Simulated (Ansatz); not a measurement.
**Germanium, bcc under LDA: structure, energy and stiffness**

What does LDA give for germanium in the bcc structure? We relax it, solve it on a dense k-mesh, switch on spin-orbit coupling, then scale the cell to 7 volumes from 88 to 112 % of the relaxed one and try a fit of the equation of state. The k-meshes are 13×13×13 for the relaxation; 22×22×22 for the dense run; 13×13×13 for spin-orbit coupling; 15×15×15 for the volumes.

This is Ge in the bcc structure; at room conditions it is diamond.

Method: DFT LDA (PW92), plane waves (420 eV) with PAW, scalar-relativistic; the PAW data stem from PBE, with regenerated cores, in Ansatz 0.2.0.

## 1. The system as given

Symmetry: Im-3m, No. 229, cubic system. The conventional cell has a = 3.376 Å, b = 3.376 Å, c = 3.376 Å, α = 90.00°, β = 90.00°, γ = 90.00°. Ge (site symmetry m-3m) has 8 Ge at 2.92 Å as nearest neighbours.

Coordinates:

```
Ge
1.0
    -1.68799    1.68799    1.68799
     1.68799   -1.68799    1.68799
     1.68799    1.68799   -1.68799
Ge
1
Cartesian
  0.0000 0.0000 0.0000
```

## 2. Relaxing cell and atoms

Input file input.yaml:

```yaml
crystal:
  lattice:
    - [-1.6879910177, 1.6879910177, 1.6879910177]
    - [1.6879910177, -1.6879910177, 1.6879910177]
    - [1.6879910177, 1.6879910177, -1.6879910177]
  atoms:
    - { symbol: Ge, position: [0.0, 0.0, 0.0] }
hamiltonian:
  xc: lda
  pseudopotentials:
    kind: paw
    azcp:
      Ge: "pseudopotentials/Ge.paw.azcp"
basis:
  ecutwfc: 420
  fft_grid_basis: typed
kpoints:
  mp_grid: { grid: [13, 13, 13], shift: [0, 0, 0] }
magnetization:
  spin_polarized: false
scf:
  occupations: { method: fermi_dirac, width: 0.1 }
relax:
  max_steps: 60
  f_tol: 0.01
  cell: {}
output:
  write_density: true
  write_potential: true
  elf: true
  volumetric_format: npy
```

The run is started by

```console
ansatz run input.yaml --threads 2 --pin off --max-ram 5120MiB --backend cpu --events-out ev --progress --plain --runs-dir out
```

Log:

```text
Warning: <dir> the record states the generating functional pbe (its physics header spells it `PBE`), which answers neither for hamiltonian.xc's functional nor for the lda family's — results may be inconsistent (PPs are generated against a specific XC)
Warning: RAYON_NUM_THREADS=2 ignored (pool sized by the plan → 2); use --threads N
Engine: ansatz 0.2.0, aarch64-unknown-linux-gnu
Pseudopotentials: kind: paw
Pseudopotential: Ge, paw, valence charge 14, recommended cutoff 420 eV (normal), <dir>
Functional definition: SPW92
  exchange = slater_x
  correlation = pw_c
Crystal: 1 atoms, lattice volume = 19.238 Å³
Basis set: ecut = 420 eV, 369 PW (Γ)
Bands: 11, of which v1, the nominal top of the filled ones, is band 7 counted from 1 (6 counted from 0)
Symmetry: 48 space group operations
Space group: Im-3m (ITA 229), of the structure as read, at distance tolerance 2.7e-5 Å
k-points: 84 of 2197
Non-local potential: Ge, projectors of the file, l = 0: 2, l = 1: 2, l = 2: 3, l = 3: 1
PAW form: soft (Blöchl's): semilocal exchange-correlation on the pseudo side does not see the compensation charge
PAW frozen core: Ge, regenerated for the run's functional, and the local potential with it (the file was generated under x = pbe(κ = 0.804, μ = 0.2195149727645171), c = pbe(β = 0.06672455060314922))
PAW one-centre angular grid: Ge, 590 points (default); XC on 64 Gauss nodes
Initial density: superposition of atomic densities (neutral atoms: chi_scale 0, normalization atom), corrected by the library's trained network
Initial wavefunctions: pseudopotential atomic-orbital guess
Functional: x = slater, c = lda
SCF iter   1: F=—  HF=-4215.395533 eV  |F-HF|=—  |Δ(HF+E_count)|=         —  Δρ=4.88e-3  dr2=2.43e-3  ethr=1.77e-3  ⟨swp⟩=5.1  Hψ=5153  notcnv=0
preconditioner: auto → none  [metal: Δε(μ)=0.135 eV  Ē_g=27.010 eV  σ=0.100 eV  W_gap=0.30  n_scr=0 (ndim 8)  ℏωp=31.7 eV  f_vac=0.000  D(μ)=0.61/eV (n_scr^D=0)]
SCF iter   2: F=—  HF=-4215.394247 eV  |F-HF|=—  |Δ(HF+E_count)|=   1.29e-3  Δρ=2.02e-3  dr2=4.30e-4  ethr=1.73e-5  ⟨swp⟩=1.9  Hψ=2035  notcnv=0
SCF iter   3: F=—  HF=-4215.394072 eV  |F-HF|=—  |Δ(HF+E_count)|=   1.75e-4  Δρ=1.76e-4  dr2=2.06e-6  ethr=3.07e-6  ⟨swp⟩=2.2  Hψ=1071  notcnv=0
SCF iter   4: F=—  HF=-4215.394071 eV  |F-HF|=—  |Δ(HF+E_count)|=   6.36e-7  Δρ=1.59e-5  dr2=1.77e-8  ethr=1.47e-8  ⟨swp⟩=2.1  Hψ=1339  notcnv=0
iter 5 did not close the SCF: its close was put off for the readings that it lacked (scf_convergence_deferred on its scf_iter line)
SCF iter   5: F=-4215.394071 eV  HF=-4215.394071 eV  |F-HF|=1.49e-8  |Δ(HF+E_count)|=   1.46e-8  Δρ=7.41e-6  dr2=7.16e-9  ethr=1.27e-10  ⟨swp⟩=2.0  Hψ=1518  notcnv=0
SCF iter   6: F=-4215.394071 eV  HF=-4215.394071 eV  |F-HF|=5.64e-11  |Δ(HF+E_count)|=   6.62e-9  Δρ=5.74e-7  dr2=3.47e-11  ethr=5.11e-11  ⟨swp⟩=4.0  Hψ=4132  notcnv=0
SCF 1 converged in 6 iterations: F = -4215.394071 eV  dr2 = 3.47e-11
relax step   1: F+E_penalty+E_count = -4215.39407121 eV  Δ(F+E_penalty+E_count) = +0.000e0 eV  max|allowed force component| = 0.000e0 eV/Å  Δτ_max = 0.0000 Å  P = -4.678 GPa  Ω = 19.238 Å³  (6 SCF iters, dr2 threshold 1.00e-7 eV, accepted)
Crystal: 1 atoms, lattice volume = 17.502 Å³
Basis set: ecut = 420 eV, 321 PW (Γ)
Initial density: handed on by an earlier stage of this run
Initial wavefunctions: those handed on with the density
iter 1 solved again at ethr=2.39e-6 eV; its pass at ethr=3.10e-3 eV (dr2=3.34e-4 eV) is discarded
SCF iter   1: F=—  HF=-4215.412616 eV  |F-HF|=—  |Δ(HF+E_count)|=         —  Δρ=1.95e-3  dr2=3.42e-4  ethr=2.39e-6  ⟨swp⟩=1.8  Hψ=7439  notcnv=0
preconditioner: auto → none  [metal: Δε(μ)=0.058 eV  Ē_g=27.583 eV  σ=0.100 eV  W_gap=0.14  n_scr=0 (ndim 8)  ℏωp=33.2 eV  f_vac=0.000  D(μ)=0.65/eV (n_scr^D=0)]
SCF iter   2: F=—  HF=-4215.412686 eV  |F-HF|=—  |Δ(HF+E_count)|=   6.99e-5  Δρ=1.00e-3  dr2=6.78e-5  ethr=2.39e-6  ⟨swp⟩=2.0  Hψ=1418  notcnv=0
SCF iter   3: F=—  HF=-4215.412739 eV  |F-HF|=—  |Δ(HF+E_count)|=   5.22e-5  Δρ=1.44e-4  dr2=2.30e-6  ethr=4.84e-7  ⟨swp⟩=2.0  Hψ=1344  notcnv=0
SCF iter   4: F=—  HF=-4215.412737 eV  |F-HF|=—  |Δ(HF+E_count)|=   1.82e-6  Δρ=3.79e-5  dr2=1.78e-7  ethr=1.64e-8  ⟨swp⟩=2.0  Hψ=1514  notcnv=0
SCF iter   5: F=-4215.412737 eV  HF=-4215.412737 eV  |F-HF|=1.55e-10  |Δ(HF+E_count)|=   9.30e-8  Δρ=2.38e-6  dr2=4.04e-10  ethr=7.14e-10  ⟨swp⟩=6.6  Hψ=3964  notcnv=0
SCF 2 converged in 5 iterations: F = -4215.412737 eV  dr2 = 4.04e-10
relax step   2: F+E_penalty+E_count = -4215.41273662 eV  Δ(F+E_penalty+E_count) = -1.867e-2 eV  max|allowed force component| = 0.000e0 eV/Å  Δτ_max = 0.0000 Å  P = +1.873 GPa  Ω = 17.502 Å³  energy of the carried Pulay correction = +3.520e-4 eV  (5 SCF iters, dr2 threshold 1.00e-7 eV, accepted)
Crystal: 1 atoms, lattice volume = 17.966 Å³
iter 1 solved again at ethr=2.01e-7 eV; its pass at ethr=3.10e-3 eV (dr2=2.82e-5 eV) is discarded
SCF iter   1: F=—  HF=-4215.414937 eV  |F-HF|=—  |Δ(HF+E_count)|=         —  Δρ=5.74e-4  dr2=3.16e-5  ethr=2.01e-7  ⟨swp⟩=2.0  Hψ=7134  notcnv=0
preconditioner: auto → none  [metal: Δε(μ)=0.080 eV  Ē_g=27.443 eV  σ=0.100 eV  W_gap=0.19  n_scr=0 (ndim 8)  ℏωp=32.8 eV  f_vac=0.000  D(μ)=0.64/eV (n_scr^D=0)]
SCF iter   2: F=—  HF=-4215.414942 eV  |F-HF|=—  |Δ(HF+E_count)|=   5.27e-6  Δρ=2.94e-4  dr2=6.23e-6  ethr=2.01e-7  ⟨swp⟩=2.0  Hψ=1405  notcnv=0
SCF iter   3: F=—  HF=-4215.414946 eV  |F-HF|=—  |Δ(HF+E_count)|=   4.38e-6  Δρ=4.04e-5  dr2=1.92e-7  ethr=4.45e-8  ⟨swp⟩=2.0  Hψ=1344  notcnv=0
SCF iter   4: F=-4215.414946 eV  HF=-4215.414946 eV  |F-HF|=8.76e-9  |Δ(HF+E_count)|=   1.71e-7  Δρ=1.11e-5  dr2=1.60e-8  ethr=7.14e-10  ⟨swp⟩=6.9  Hψ=4344  notcnv=0
SCF 3 converged in 4 iterations: F = -4215.414946 eV  dr2 = 1.60e-8
relax step   3: F+E_penalty+E_count = -4215.41494625 eV  Δ(F+E_penalty+E_count) = -2.210e-3 eV  max|allowed force component| = 0.000e0 eV/Å  Δτ_max = 0.0000 Å  P = -0.228 GPa  Ω = 17.966 Å³  energy of the carried Pulay correction = +2.548e-4 eV  (4 SCF iters, dr2 threshold 1.00e-7 eV, accepted)
Crystal: 1 atoms, lattice volume = 17.914 Å³
iter 1 solved again at ethr=2.75e-9 eV; its pass at ethr=3.10e-3 eV (dr2=3.85e-7 eV) is discarded
SCF iter   1: F=—  HF=-4215.414995 eV  |F-HF|=—  |Δ(HF+E_count)|=         —  Δρ=6.44e-5  dr2=4.55e-7  ethr=2.75e-9  ⟨swp⟩=2.0  Hψ=6774  notcnv=0
preconditioner: auto → none  [metal: Δε(μ)=0.026 eV  Ē_g=27.463 eV  σ=0.100 eV  W_gap=0.07  n_scr=0 (ndim 8)  ℏωp=32.8 eV  f_vac=0.000  D(μ)=0.64/eV (n_scr^D=0)]
SCF iter   2: F=-4215.414995 eV  HF=-4215.414995 eV  |F-HF|=2.05e-8  |Δ(HF+E_count)|=   1.87e-8  Δρ=3.10e-5  dr2=7.71e-8  ethr=7.14e-10  ⟨swp⟩=5.0  Hψ=4769  notcnv=0
SCF 4 converged in 2 iterations: F = -4215.414995 eV  dr2 = 7.71e-8
relax step   4: F+E_penalty+E_count = -4215.41499501 eV  Δ(F+E_penalty+E_count) = -4.876e-5 eV  max|allowed force component| = 0.000e0 eV/Å  Δτ_max = 0.0000 Å  P = -0.008 GPa  Ω = 17.914 Å³  energy of the carried Pulay correction = +2.655e-4 eV  (2 SCF iters, dr2 threshold 1.00e-7 eV, accepted)
Initial wavefunctions: pseudopotential atomic-orbital guess (no wavefunctions were taken with the density)
iter 1 solved again at ethr=1.80e-8 eV; its pass at ethr=3.10e-3 eV (dr2=2.52e-6 eV) is discarded
SCF iter   1: F=—  HF=-4215.414688 eV  |F-HF|=—  |Δ(HF+E_count)|=         —  Δρ=5.93e-5  dr2=2.19e-7  ethr=1.80e-8  ⟨swp⟩=3.0  Hψ=7374  notcnv=0
preconditioner: auto → none  [metal: Δε(μ)=0.026 eV  Ē_g=27.464 eV  σ=0.100 eV  W_gap=0.07  n_scr=0 (ndim 8)  ℏωp=32.8 eV  f_vac=0.000  D(μ)=0.64/eV (n_scr^D=0)]
SCF iter   2: F=—  HF=-4215.414688 eV  |F-HF|=—  |Δ(HF+E_count)|=   1.44e-7  Δρ=4.70e-5  dr2=2.04e-7  ethr=1.57e-9  ⟨swp⟩=2.0  Hψ=1430  notcnv=0
SCF iter   3: F=—  HF=-4215.414688 eV  |F-HF|=—  |Δ(HF+E_count)|=   5.35e-8  Δρ=1.02e-5  dr2=6.06e-9  ethr=1.46e-9  ⟨swp⟩=2.3  Hψ=1418  notcnv=0
SCF iter   4: F=—  HF=-4215.414688 eV  |F-HF|=—  |Δ(HF+E_count)|=   7.21e-9  Δρ=1.61e-6  dr2=2.29e-10  ethr=4.33e-11  ⟨swp⟩=2.0  Hψ=1344  notcnv=0
SCF iter   5: F=-4215.414688 eV  HF=-4215.414688 eV  |F-HF|=9.09e-13  |Δ(HF+E_count)|=  1.64e-11  Δρ=5.04e-8  dr2=8.83e-14  ethr=1.00e-12  ⟨swp⟩=4.0  Hψ=3513  notcnv=0
SCF 5 converged in 5 iterations: F = -4215.414688 eV  dr2 = 8.83e-14
relax step   5: F+E_penalty+E_count = -4215.41468803 eV  Δ(F+E_penalty+E_count) = +3.070e-4 eV  max|allowed force component| = 0.000e0 eV/Å  Δτ_max = 0.0000 Å  P = +0.001 GPa  Ω = 17.914 Å³  stress off target by 1.24e-3 GPa  SCF on the basis re-selected at this cell (its energy is not comparable with the rows above)  (5 SCF iters)
basis re-selected at this cell: Δ(F+E_penalty+E_count) = +3.070e-4 eV, ΔP = +0.010 GPa vs the last step (what re-selecting the basis moved, of the pressure what is left beyond the Pulay correction that the steps carried, after the strain that the cell walked since its last selection, with what the two solves' SCF thresholds leave and, on support functions, any second-order correction that the steps lacked; it is no measure of the basis error at this ecutwfc). This SCF's stress stands 1.24e-3 GPa from its target on what of the cell is left free (relax.cell.stress_tol is 5.00e-2 GPa) and its largest allowed force component is 0.00e0 eV/Å (relax.f_tol is 1.00e-2 eV/Å): within both
SCF converged after 5 iterations
Free energy (F): -4215.414688 eV
Harris-Foulkes:  -4215.414688 eV  (|F-HF|=9.09e-13)
Internal energy: -4215.394930 eV  (E = F + TS)
E sigma→0 (E₀):  -4215.404809 eV
Entropy (-TS):   -0.019758 eV (-19.758 meV/atom)
Fermi energy:    11.535084 eV
--- Per-component energies (eV) ---
  E_band       = -107.929238
  E_kinetic    = 111.581075
  E_local      = -2089.962545  (includes V_loc(G=0)·N_el)
  E_nonlocal   = 418.152112
  E_hartree    = 914.062963
  E_xc         = -75.779935
  E_vxc        = -65.753539  (∫ρ·V_xc dr)
  E_paw        = -1937.559634  (= ΣΔE_a)
  E_vpaw       = -310.072597  (= ΣTr[D̂ρ^β])
  E_aug_tail   = 0.000331  (compensation charges beyond the density's cutoff)
  E_ewald      = -1557.797623
  E_core_change = 1.908326  (= ΣΔE_core)
  E_smearing   = -0.019758  (= −TS)
  E_closure    = -0.000000  (closes the sum)
  Σ components = -4215.414688   (vs F -4215.414688, Δ=0.00e0)
--- Forces (eV/Å), atoms counted from 1 ---
  atom   1  Ge     0.00000000     0.00000000     0.00000000
  max |Σ_I F_I| component: 3.60e-32 eV/Å
--- Stress (GPa, compression-positive) ---
        0.001237      -0.000000       0.000000
       -0.000000       0.001237       0.000000
       -0.000000      -0.000000       0.001237
  P = ⅓ Tr σ = 0.0012 GPa (0.012 kbar)
--- Band table (eV; the first three rows and the last of 84) ---
  k-point 0: bands = ["-13.2734", "-13.2734", "-13.2734", "-13.1731", "-13.1731", "-2.0446", "21.1152", "21.1152", "21.1152", "26.8524", "26.8524"]
  k-point 1: bands = ["-13.2755", "-13.2708", "-13.2644", "-13.1753", "-13.1733", "-1.8821", "19.8632", "20.5072", "20.9469", "25.8209", "25.8858"]
  k-point 2: bands = ["-13.2812", "-13.2644", "-13.2392", "-13.1808", "-13.1738", "-1.3944", "17.1801", "19.3056", "20.4811", "24.3517", "24.4348"]
  k-point 83: bands = ["-13.2944", "-13.2925", "-13.1304", "-13.1304", "-13.1296", "8.5257", "11.1275", "11.1275", "11.2041", "16.0800", "16.6666"]
--- Relaxed structure (4 steps of the walk, 4 accepted, 1 SCFs on fresh bases) ---
  F+E_penalty+E_count = -4215.41468803 eV   max|allowed force component| = 0.000e0 eV/Å   (the final SCF, on the basis selected at the relaxed cell)
  cell:  # Å, volume = 17.9143 Å³
    - [-1.6483398521700372, 1.6483398521700372, 1.6483398521700372]
    - [1.6483398521700372, -1.6483398521700372, 1.6483398521700372]
    - [1.6483398521700372, 1.6483398521700372, -1.6483398521700372]
  atoms:
    - { symbol: Ge, position: [0.0, 0.0, 0.0] }
```

Run time: 2.5 s. Hardware: 2 threads of Arm Neoverse V2, shared host; peak memory 0.28 GiB.

Relaxation path:

```
step  energy change (meV/atom)  largest force (eV/Å)  pressure (GPa)  volume (Å³/atom)
   1                      0.00                0.0000           -4.68            19.238
   2                    -18.67                0.0000            1.87            17.502
   3                    -20.88                0.0000           -0.23            17.966
   4                    -20.92                0.0000           -0.01            17.914
   5                    -20.62                0.0000            0.00            17.914
```

Steps that repeat a cell are solved on a basis chosen anew, so their changes of energy are no gain of the relaxation.

Changes in the cell that was computed:

|  | before | after | change |
| --- | --- | --- | --- |
| a (Å) | 2.924 | 2.855 | -2.3 % |
| b (Å) | 2.924 | 2.855 | -2.3 % |
| c (Å) | 2.924 | 2.855 | -2.3 % |
| volume (Å³/atom) | 19.238 | 17.914 | -6.9 % |
| shortest distance (Å) | 2.924 | 2.855 | -2.3 % |
| space group (spins left aside) | Im-3m | Im-3m | same |

## 3. Dense single point

Input file input.yaml:

```yaml
crystal:
  lattice:
    - [-1.6483398522, 1.6483398522, 1.6483398522]
    - [1.6483398522, -1.6483398522, 1.6483398522]
    - [1.6483398522, 1.6483398522, -1.6483398522]
  atoms:
    - { symbol: Ge, position: [0.0, 0.0, 0.0] }
hamiltonian:
  xc: lda
  pseudopotentials:
    kind: paw
    azcp:
      Ge: "pseudopotentials/Ge.paw.azcp"
basis:
  ecutwfc: 420
  fft_grid_basis: typed
kpoints:
  mp_grid: { grid: [22, 22, 22], shift: [0, 0, 0] }
magnetization:
  spin_polarized: false
scf:
  occupations: { method: fermi_dirac, width: 0.1 }
```

The run is started by

```console
ansatz run input.yaml --threads 2 --pin off --max-ram 5120MiB --backend cpu --events-out ev --progress --plain --runs-dir out
```

Log, cut to the lines that bear on the results:

```text
Warning: <dir> the record states the generating functional pbe (its physics header spells it `PBE`), which answers neither for hamiltonian.xc's functional nor for the lda family's — results may be inconsistent (PPs are generated against a specific XC)
Warning: RAYON_NUM_THREADS=2 ignored (pool sized by the plan → 2); use --threads N
[...]
[... 3 set-up lines as earlier in the session ...]
[...]
Crystal: 1 atoms, lattice volume = 17.914 Å³
Basis set: ecut = 420 eV, 369 PW (Γ)
Bands: 11, of which v1, the nominal top of the filled ones, is band 7 counted from 1 (6 counted from 0)
[... 1 set-up line as earlier in the session ...]
Space group: Im-3m (ITA 229), of the structure as read, at distance tolerance 2.6e-5 Å
k-points: 328 of 10648
[...]
SCF iter   1: F=—  HF=-4215.418321 eV  |F-HF|=—  |Δ(HF+E_count)|=         —  Δρ=4.97e-3  dr2=2.20e-3  ethr=1.77e-3  ⟨swp⟩=5.0  Hψ=19649  notcnv=0
[...]
SCF iter   6: F=-4215.416974 eV  HF=-4215.416974 eV  |F-HF|=1.37e-10  |Δ(HF+E_count)|=   5.50e-9  Δρ=1.21e-6  dr2=1.37e-10  ethr=7.81e-11  ⟨swp⟩=1.0  Hψ=10776  notcnv=0
[...]
SCF converged after 6 iterations
Free energy (F): -4215.416974 eV
[...]
E sigma→0 (E₀):  -4215.409462 eV
Entropy (-TS):   -0.015023 eV (-15.023 meV/atom)
Fermi energy:    11.547400 eV
[...]
```

It took 1.3 s on 2 threads of Arm Neoverse V2, shared host; peak memory 0.32 GiB.

## 4. With spin-orbit coupling

Edit input.yaml of step 3 so:

```diff
@@ -10,3 +10,3 @@
   pseudopotentials:
-    kind: paw
+    kind: paw_fr
     azcp:
@@ -17,5 +17,6 @@
 kpoints:
-  mp_grid: { grid: [22, 22, 22], shift: [0, 0, 0] }
+  mp_grid: { grid: [13, 13, 13], shift: [0, 0, 0] }
 magnetization:
-  spin_polarized: false
+  noncollinear: true
+  spin_orbit: true
 scf:
```

The run is started by

```console
ansatz run input.yaml --threads 2 --pin off --max-ram 5120MiB --backend cpu --events-out ev --progress --plain --runs-dir out
```

Log, cut to the lines that bear on the results:

```text
Warning: <dir> the record states the generating functional pbe (its physics header spells it `PBE`), which answers neither for hamiltonian.xc's functional nor for the lda family's — results may be inconsistent (PPs are generated against a specific XC)
Warning: RAYON_NUM_THREADS=2 ignored (pool sized by the plan → 2); use --threads N
[...]
Pseudopotentials: kind: paw_fr
Pseudopotential: Ge, paw_fr, valence charge 14, recommended cutoff 420 eV (normal), <dir>
[... 1 set-up line as earlier in the session ...]
[...]
non-collinear run that drives no moment, with spin-orbit: no starting moment large enough to seed its density (crystal.atoms[].spin), no starting occupations that ask for one, no magnetisation constraint and no magnetic field, so the semilocal B_xc is pinned to zero
Crystal: 1 atoms, lattice volume = 17.914 Å³
Basis set: ecut = 420 eV, 369 PW (Γ)
Bands: 22, of which v1, the nominal top of the filled ones, is band 14 counted from 1 (13 counted from 0)
Symmetry: 48 space group operations + 48 with time reversal
Magnetic group: BNS 229.141 (UNI 1643), of the structure as read, at distance tolerance 2.6e-5 Å
k-points: 84 of 2197
Projection manifold: j_resolved (fully-relativistic pseudo-atomic orbitals)
[...]
SCF iter   1: F=—  HF=-4215.512123 eV  |F-HF|=—  |Δ(HF+E_count)|=         —  Δρ=1.03e-2  dr2=1.65e-2  dr2_m=0.00e0 (ungated)  ethr=3.10e-3  |M|=0.00e0 ∫|m|=0.00e0 μB  |m|>n=0.0e0 m-floor=0.0e0 τ_xc=0.0e0  β_m=0.30  ⟨swp⟩=6.8  Hψ=6198  notcnv=0  defer=10
[...]
SCF iter   8: F=-4215.505422 eV  HF=-4215.505422 eV  |F-HF|=3.33e-9  |Δ(HF+E_count)|=   1.68e-7  Δρ=6.72e-6  dr2=3.30e-9  dr2_m=0.00e0 (ungated)  ethr=7.14e-10  |M|=0.00e0 ∫|m|=0.00e0 μB  |m|>n=0.0e0 m-floor=0.0e0 τ_xc=0.0e0  ⟨swp⟩=2.0  Hψ=1849  notcnv=0
[...]
SCF converged after 8 iterations
Magnetization: |M| = 0.0000 μB,  M = (+0.0000, +0.0000, +0.0000) μB
Absolute magnetization: 0.0000 μB (∫|m|)
  site 0: m = (+0.0000, +0.0000, +0.0000) μB, |m| = 0.0000 μB  (R = 1.18 Å)
Free energy (F): -4215.505422 eV
[...]
E sigma→0 (E₀):  -4215.495492 eV
Entropy (-TS):   -0.019859 eV (-19.859 meV/atom)
Fermi energy:    11.531427 eV
[...]
```

It took 1.8 s on 2 threads of Arm Neoverse V2, shared host; peak memory 0.34 GiB.

With and without spin-orbit coupling:

```
                          scalar-relativistic      with spin-orbit coupling
         k-mesh                      22×22×22                      13×13×13
gap on the mesh  none (levels filled in part)  none (levels filled in part)
```

The meshes differ, so small differences between the columns need not come from spin-orbit coupling.

(Part 1 of 2 ends here.)
